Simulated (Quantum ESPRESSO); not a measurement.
KBr in Quantum ESPRESSO: the effect of functional

KBr:

```
CELL_PARAMETERS angstrom
0.00000 3.30000 3.30000
3.30000 0.00000 3.30000
3.30000 3.30000 0.00000
ATOMIC_POSITIONS crystal
Br 0.50000 0.50000 0.50000
K 0.00000 0.00000 0.00000
```

Alike in all runs:

- Program: Quantum ESPRESSO 7.5
- Task: phonon dispersion
- k mesh: 4 × 4 × 4, shifted
- Occupations: fermi-dirac, width 0.05 eV
- Spin: no spin polarisation

Each run relaxes the cell or the atoms first.

```tsv
functional	potentials or basis	cutoff	relaxed volume (Å³/atom)	dielectric constant (mean)	highest phonon frequency (cm⁻¹)
LDA	PseudoDojo 0.4.1 SR LDA standard	980 eV	32.31	2.76	172
PBE	PseudoDojo 0.4.1 SR PBE standard	1007 eV	?	?	?
PBEsol	PseudoDojo 0.4.1 SR PBEsol standard	1007 eV	35.10	2.62	159
```

**Question.** What does the run with functional PBE give?

**Answer.** Relaxed volume 37.64 Å³/atom; dielectric constant 2.50 mean; highest phonon frequency 151 cm⁻¹.
